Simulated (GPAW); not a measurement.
A run of GPAW 26.7.0 is set up as follows.

File run.py:

```python
from ase import Atoms
from ase.dft.bandgap import bandgap
from ase.io import write
from ase.units import GPa
from gpaw import GPAW, PW

atoms = Atoms(['Si'],
              cell=[[2.6205428149, 0.0, 0.0],
                    [-1.3102714075, 2.2694566494, 0.0],
                    [0.0, 0.0, 2.46635439]],
              scaled_positions=[[0.0, 0.0, 0.0]],
              pbc=True)

calc = GPAW(mode=PW(600),
            xc='MGGA_X_R2SCAN+MGGA_C_R2SCAN',
            kpts={'size': (12, 12, 11), 'gamma': True},
            occupations={'name': 'fermi-dirac', 'width': 0.05},
            nbands=8,
            convergence={'density': 1e-05, 'energy': 1e-05},
            maxiter=150,
            txt='gpaw.txt')
atoms.calc = calc
energy = atoms.get_potential_energy()
forces = atoms.get_forces()
stress = atoms.get_stress()
calc.write('gs.gpw')
write('result.traj', atoms)
print(f'Energy: {energy:.6f} eV')
print('Forces (eV/A):')
print(forces.round(4))
print('Stress (GPa):', (stress / GPa).round(3))
print('Fermi level:', round(calc.get_fermi_level(), 4), 'eV')
print(f'Gap: {bandgap(calc)[0]:.4f} eV, direct: {bandgap(calc, direct=True)[0]:.4f} eV')

path = atoms.cell.bandpath('GMKGALHA,LM,KH', npoints=80, eps=1e-4)
bs_calc = calc.fixed_density(kpts=path, symmetry='off', nbands=14,
                             convergence={'bands': 'CBM+6.0', 'eigenstates': 1e-6}, txt='bands.txt')
bs = bs_calc.band_structure()
bs.write('bs.json')
print(f'Gap on the path: {bandgap(bs_calc)[0]:.4f} eV')
```

Potentials or basis: GPAW PAW data sets (gpaw-data 1.2.1), pw.

Command:

```sh
$ OMP_NUM_THREADS=1 python run.py
```

Question: What does it give for the band gap along the path?

Answer: None (metal or under the smearing width).

Question: Estimate the pressure.

Answer: 2.4 GPa.

Stress tensor (GPa, compression positive):
```
0.86 0.00 0.00
0.00 0.86 0.00
0.00 0.00 5.60
```

Caveat: the PAW data sets were made with another functional, which shifts forces and pressure a little.
